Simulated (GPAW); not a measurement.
# SiC (Moissanite) (P6_3mc) in GPAW: a series of runs, part 2 of 2

GPAW 26.7.0.

### Step 4. Energy-loss spectrum, PBE (atoms moved at random, drawn with an rms of 0.02 Å)

run.py

```python
import numpy as np
from ase.dft.bandgap import bandgap
from ase.io import read, write
from gpaw import GPAW, PW
from gpaw.response.df import DielectricFunction

atoms = read('SiC.cif')

calc = GPAW(mode=PW(550),
            xc='PBE',
            kpts={'size': (8, 8, 4), 'gamma': True},
            occupations={'name': 'fermi-dirac', 'width': 0.05},
            nbands=18,
            convergence={'density': 1e-06},
            maxiter=80,
            txt='gpaw.txt')
atoms.calc = calc
energy = atoms.get_potential_energy()
calc.write('gs.gpw')
write('result.traj', atoms)
print(f'Energy: {energy:.6f} eV')
print('Fermi level:', round(calc.get_fermi_level(), 4), 'eV')
print(f'Gap: {bandgap(calc)[0]:.4f} eV, direct: {bandgap(calc, direct=True)[0]:.4f} eV')

dense = calc.fixed_density(kpts={'size': (8, 8, 4), 'gamma': True},
                           nbands=78, convergence={'bands': 72},
                           update_fermi_level=True, txt='dense.txt')
dense.write('dense.gpw', mode='all')

df = DielectricFunction('dense.gpw', frequencies={'type': 'nonlinear', 'domega0': 0.1, 'omega2': 10},
                        eta=0.02, ecut=30, nbands=72, txt='df.txt')
for i, q_c in enumerate([[0.0, 0.0, 0.25], [0.0, 0.0, 0.75]]):
    eels0, eels = df.get_eels_spectrum(xc='RPA', q_c=q_c, filename=f'eels_{i}.csv')
    q = np.linalg.norm(2 * np.pi * np.array(q_c) @ atoms.cell.reciprocal())
    w = df.get_frequencies()
    print(f'|q| = {q:.4f} 1/A: loss peak at {w[eels[w < 45].argmax()]:.3f} eV (below 45 eV)')
```

SiC.cif

```cif
data_SiC
_cell_length_a 3.07600000
_cell_length_b 3.07600000
_cell_length_c 5.04800000
_cell_angle_alpha 90.00000000
_cell_angle_beta 90.00000000
_cell_angle_gamma 120.00000000
_space_group_name_H-M_alt 'P1'
_space_group_name_Hall 'P 1'
_space_group_IT_number 1
loop_
_space_group_symop_operation_xyz
'x,y,z'
loop_
_atom_site_label
_atom_site_type_symbol
_atom_site_symmetry_multiplicity
_atom_site_Wyckoff_symbol
_atom_site_fract_x
_atom_site_fract_y
_atom_site_fract_z
_atom_site_occupancy
Si1 Si 1 a 0.6602650000 0.3315450000 0.4987880000 1
Si2 Si 1 a 0.3293740000 0.6624680000 -0.0053180000 1
C1 C 1 a 0.6662340000 0.3402540000 0.8850980000 1
C2 C 1 a 0.3350740000 0.6623020000 0.3860240000 1
```

Potentials or basis: GPAW PAW data sets (gpaw-data 1.2.1), pw.

Run with:

```console
$ OMP_NUM_THREADS=1 python run.py
```

gpaw.txt:

```text
__  _  _
 | _ |_)|_||  |
 |__||  | ||/\| - 26.7.0

Input parameters:
  mode=PW(ecut=550.0),
  convergence={'density': 1e-06},
  kpts=MonkhorstPack(size=(8, 8, 4), gamma=True),
  maxiter=80,
  nbands=18,
  occupations=Occupations(name='fermi-dirac', width=0.05),
  xc=XC(name='PBE')

Diagonalizing LCAO Hamiltonian
Converting LCAO to pw mode

        Si
           C

        C  Si

Atoms  # Å, Bohr magnetons
|   | symbol |         x |        y |        z |    initial magnetic moments |
|---|--------|-----------|----------|----------|-----------------------------|
| 0 |     Si |  1.521059 | 0.883201 | 2.517882 | ( 0.0000,  0.0000,  0.0000) |
| 1 |     Si | -0.005721 | 1.764745 | 5.021155 | ( 0.0000,  0.0000,  0.0000) |
| 2 |      C |  1.526025 | 0.906401 | 4.467975 | ( 0.0000,  0.0000,  0.0000) |
| 3 |      C |  0.012067 | 1.764302 | 1.948649 | ( 0.0000,  0.0000,  0.0000) |

Unit cell  # Å
| periodic |         x |        y |        z |  lengths |     angles |
|----------|-----------|----------|----------|----------|------------|
|      yes |  3.076000 | 0.000000 | 0.000000 | 3.076000 |  90.000000 |
|      yes | -1.538000 | 2.663894 | 0.000000 | 3.076000 |  90.000000 |
|      yes |  0.000000 | 0.000000 | 5.048000 | 5.048000 | 120.000000 |

Number of symmetries: 1
Symmetry operations  # r_c * U_cc + t_c -> r_c
|   | kind |            matrix            |
|---|------|------------------------------|
| 0 |  E   |  1, 0, 0,  0, 1, 0,  0, 0, 1 |

BZ-sampling:
  Number of BZ points: 256
  Number of IBZ points: 132

  Monkhorst-Pack size: [8, 8, 4]
  Monkhorst-Pack shift: [0.0625, 0.0625, 0.125]

K-points  # in reciprocal-cell coordinates
|     |                                coordinates |     weight |
|-----|--------------------------------------------|------------|
|   0 | (  0.00000000,   0.00000000,   0.00000000) | 0.00390625 |
|   1 | (  0.00000000,   0.00000000,   0.25000000) | 0.00781250 |
|   2 | (  0.00000000,   0.00000000,   0.50000000) | 0.00390625 |
|   3 | (  0.00000000,   0.12500000,  -0.25000000) | 0.00781250 |
|   4 | (  0.00000000,   0.12500000,   0.00000000) | 0.00781250 |
|   5 | (  0.00000000,   0.12500000,   0.25000000) | 0.00781250 |
|   6 | (  0.00000000,   0.12500000,   0.50000000) | 0.00781250 |
|   7 | (  0.00000000,   0.25000000,  -0.25000000) | 0.00781250 |
|   8 | (  0.00000000,   0.25000000,   0.00000000) | 0.00781250 |
|   9 | (  0.00000000,   0.25000000,   0.25000000) | 0.00781250 |
| ... |                                            |            |
| 131 | (  0.50000000,   0.50000000,   0.50000000) | 0.00390625 |

Plane wave coefficients: 1236
Cutoff: 550.0 eV

Spin-components: 1 (collinear spins)
Bands:           18
Projectors:      20
Spin-degeneracy: 2
Datatype:        complex128

Density:
  Valence electrons: 16.0
  Components: 1
  Grid points: [18 18 28]
  Charge: 0.0  # |e|

Potential:
  Grid points: [18 18 28]

species:
  Si:
    name:    Silicon
    Z:       14.0
    valence: 4
    core:    10
    charge:  0.0  # [|e|]
    compensation charges:
      type: gauss
      rc: 0.33  # [Å]
      lmax: 2
    cutoffs:
      filter: 1.86  # [Å]
      core: 2.06  # [Å]
    projectors
    | kind |    occ | energy [eV] | rcut [Å] |
    |------|--------|-------------|----------|
    |   3s |  2.000 |     -10.812 |    1.058 |
    |   3p |  2.000 |      -4.081 |    1.058 |
    |    s |        |      16.399 |    1.058 |
    |    p |        |      23.130 |    1.058 |
    |    d |        |       0.000 |    1.058 |

    Using partial waves for Si as LCAO basis

  C:
    name:    Carbon
    Z:       6.0
    valence: 4
    core:    2
    charge:  0.0  # [|e|]
    compensation charges:
      type: gauss
      rc: 0.20  # [Å]
      lmax: 2
    cutoffs:
      filter: 1.14  # [Å]
      core: 1.14  # [Å]
    projectors
    | kind |    occ | energy [eV] | rcut [Å] |
    |------|--------|-------------|----------|
    |   2s |  2.000 |     -13.751 |    0.635 |
    |   2p |  2.000 |      -5.284 |    0.635 |
    |    s |        |      13.461 |    0.635 |
    |    p |        |      21.927 |    0.635 |
    |    d |        |       0.000 |    0.635 |

    Using partial waves for C as LCAO basis

Reference energy: -17827.944731  # eV

eigensolver:
  PPCG
  Converge bands: occupied
  niter=2

density mixing:
  MSR1-Mixer
  Pratt-step length: 0.05
  Maximum mixing coefficient: 0.75
  Old densities: 10
  SVD Regularization: 0.005
  Good broyden scale: 1.0
  Trust region scale: 1.0
  Backstep threshold: 4.0
  History deletion threshold: 6.0
  Fourier metric: weight=20.0, sigma=0.015

occupation numbers:
  Fermi-Dirac:
    width: 0.0500  # eV

poisson solver:
  ecut: 4400.0  # eV

xc functional:
  name: PBE with 2 nearest neighbor stencil

convergence criteria:
- Maximum integral of absolute [dens]ity change: 1e-06 electrons / valence electron
- Maximum [total energy] change in last 3 cyles: 0.0005 eV / valence electron
- Maximum integral of absolute [eigenst]ate change: 4e-08 eV^2 / valence electron
maximum number of iterations: 80

SCF iterations
|iter     | |      energy | eigst |  dens |
|---------|-|-------------|-------|-------|
|iter:   1| |  -33.112579 | -0.14 |       |
|iter:   2| |  -32.355080 | -2.25 | -0.56 |
|iter:   3| |  -29.815272 | -0.92 | -0.61 |
|iter:   4| |  -29.826020 | -2.82 | -1.32 |
|iter:   5| |  -29.832585 | -3.47 | -1.69 |
|iter:   6| |  -29.832717c| -5.36 | -2.67 |
|iter:   7| |  -29.832725c| -6.30 | -3.26 |
|iter:   8| |  -29.832724c| -7.19 | -3.79 |
|iter:   9| |  -29.832724c| -8.63c| -4.27 |
|iter:  10| |  -29.832724c| -8.39c| -4.94 |
|iter:  11| |  -29.832724c| -9.29c| -5.51 |
|iter:  12| |  -29.832724c|-10.26c| -6.05c|

Converged in 12 steps
Energy contributions relative to reference atoms: (reference = -17827.944731)

Energy contributions:
  Kinetic:          32.984085
  Coulomb:         -27.576265
  Zero:             -0.042444
  External:          0.000000
  Xc:              -35.198100
  Entropy:          -0.000000
  Spinorbit:         0.000000
  ----------------------------
  Free energy:     -29.832724
  Extrapolated:    -29.832724

dipole moment: (-0.090293, -0.046076, 12.582100)  # |e|*Ang

Fermi level: 9.958
Eigenvalues  # (at kpt = [0.000, 0.000, 0.000])
| band index |      eig [eV] | occ [0-2] |
|------------|---------------|-----------|
|          0 |        -7.190 |     2.000 |
|          1 |        -3.707 |     2.000 |
|          2 |        -0.090 |     2.000 |
|          3 |         6.826 |     2.000 |
|          4 |         7.063 |     2.000 |
|          5 |         8.156 |     2.000 |
[... 8 lines left out ...]
|         14 |        17.368 |     0.000 |
|         15 |        19.773 |     0.000 |
|        ... |               |           |
|         17 |        20.144 |     0.000 |

Gap: 2.434 eV
Transition (v -> c):
  (s=0, k=0, n=7, [0.00, 0.00, 0.00]) -> (s=0, k=15, n=8, [0.00, 0.50, 0.00])
Direct/indirect transitions are different
Direct gap: 4.062 eV
Transition at: (s=0, k=129, n=7, [0.50, 0.50, 0.00])
# Writing to gs.gpw (mode='')
```

stdout:

```text
Energy: -29.832724 eV
Fermi level: 9.9582 eV
Gap: 2.4335 eV, direct: 4.0617 eV
|q| = 0.3112 1/A: loss peak at 23.860 eV (below 45 eV)
|q| = 0.9335 1/A: loss peak at 25.076 eV (below 45 eV)
```

df.txt:

```text
NonLinearFrequencyDescriptor(from 0.000 to 84.961 eV, 189 points)
NonLinearFrequencyDescriptor(from 0.000 to 84.961 eV, 189 points)

Calculating chi0 body with:
    Ground state adapter containing:
    Number of spins: 1
    Number of kpoints: 256
    Number of irreducible kpoints: 132
    Number of completely occupied states: 8
    Number of partially occupied states: 8

    Linear response parametrization:
    q_c: [0.0, 0.0, 0.25]
    Number of frequency points: 189
    Planewave cutoff: 30.0
    Number of bands: 72
    Number of planewaves: 17
    Broadening (eta): 0.02

Integrating chi0 body.

Symmetries of q_c:
    Direct symmetries (Uq -> q): 1
    Indirect symmetries (TUq -> q): 0
In total 1 allowed symmetries.

Integral kind: spectral function

Finished calculating chi0

Calculating chi0 body with:
    Ground state adapter containing:
    Number of spins: 1
    Number of kpoints: 256
    Number of irreducible kpoints: 132
    Number of completely occupied states: 8
    Number of partially occupied states: 8

    Linear response parametrization:
    q_c: [0.0, 0.0, 0.75]
    Number of frequency points: 189
    Planewave cutoff: 30.0
    Number of bands: 72
    Number of planewaves: 17
    Broadening (eta): 0.02

Integrating chi0 body.

Symmetries of q_c:
    Direct symmetries (Uq -> q): 1
    Indirect symmetries (TUq -> q): 0
In total 1 allowed symmetries.

Integral kind: spectral function

Finished calculating chi0
```

Wall time 11 min (1 thread of Arm Neoverse V1, shared host); peak memory 0.57 GiB.

What came out:

```
Free energy            : -29.8327 eV
Band gap on the k mesh : 2.43 eV, indirect (least direct gap 4.06 eV)
```

Caveat: the highest transitions drop out of the frequency grid.

### Step 5. Summary

```tsv
task	smearing	response ecut	maxiter	response k mesh	response bands	kernels	other keys	gap on the mesh (eV)
dielectric tensor	fermi-dirac 0.001 eV	80 eV	150	12 × 12 × 7	40	["RPA", "LR0.1", "Bootstrap"]	-	2.43
optical spectrum	fermi-dirac 0.001 eV	60 eV	150	11 × 11 × 6	56	-	-	2.43
energy-loss spectrum	fermi-dirac 0.05 eV	30 eV	80	8 × 8 × 4	72	-	several, not listed	2.43
```

Alike in all rows: level PBE; potentials or basis GPAW PAW data sets (gpaw-data 1.2.1), pw; no spin polarisation; cell atoms moved at random, drawn with an rms of 0.02 Å; k mesh 8 × 8 × 4; cutoff (eV) 550.

Caveats: the long-wavelength limit can be off by a per cent or two (some runs); an odd mesh through Γ misses points on the zone boundary, where band edges often lie (some runs); spectra need much finer meshes, so this one isn't converged (some runs); independent-particle spectra lack excitons (some runs); the highest transitions drop out of the frequency grid (some runs).

Absolute energies hang on the potentials; compare differences alone.
